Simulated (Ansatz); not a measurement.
Here is an Ansatz 0.2.0 calculation.

File input.yaml:

```yaml
crystal:
  lattice:
    - [2.98611099, 0.0, 0.0]
    - [0.0, 2.98611099, 0.0]
    - [0.0, 0.0, 2.98611099]
  atoms:
    - { symbol: Co, position: [0.5, 0.5, 0.5], spin: 2.0 }
    - { symbol: Ti, position: [0.0, 0.0, 0.0], spin: 1.0 }
hamiltonian:
  xc: r2scan
  pseudopotentials:
    kind: nc
    accuracy: standard
    azcp: { Co: Co_ONCV_PBE-1.2.nc.azcp, Ti: Ti_ONCV_PBE-1.2.nc.azcp }
  dispersion: d3bj
magnetization:
  spin_polarized: true
kpoints:
  mp_grid: { grid: [9, 9, 9] }
scf:
  occupations: { method: fermi_dirac, width: 0.025 }
  n_extra_bands: 6
output:
  forces: true
  stress: true
  eigenvalues: true
  dos: { projected: false, de: 0.05, nscf_kmesh: { grid: [14, 14, 14] } }
```

Potentials or basis: SG15 NC.

Launch:

```console
$ ansatz run input.yaml --threads 2 --pin off --max-ram 5120MiB --backend cpu --events-out ev --progress --plain --runs-dir out
```

Task: Estimate the net moment.

Result: 0.86 μB per cell.

Task: Estimate the site moments.

Result: Co +1.52; Ti -0.36 μB.

States per cell in windows of 1 eV (zero at the Fermi level; states under -8 eV left out):
| from (eV) | up | down |
| --- | --- | --- |
| -8.0 | 0.05 | 0.08 |
| -7.0 | 0.11 | 0.13 |
| -6.0 | 0.39 | 0.21 |
| -5.0 | 1.55 | 0.47 |
| -4.0 | 2.22 | 0.98 |
| -3.0 | 1.52 | 1.77 |
| -2.0 | 0.46 | 2.23 |
| -1.0 | 0.68 | 0.18 |
| 0.0 | 1.11 | 0.66 |
| 1.0 | 1.14 | 2.62 |
| 2.0 | 1.34 | 1.37 |
| 3.0 | 0.31 | 0.31 |
| 4.0 | 0.45 | 0.42 |
| 5.0 | 0.33 | 0.28 |
| 6.0 | 0.22 | 0.19 |
| 7.0 | 0.12 | 0.09 |

Caveat: the magnetic or orbital state may not be the lowest; the dispersion damping was fitted for another functional or another form of the correction; the starting moments weren't kept.
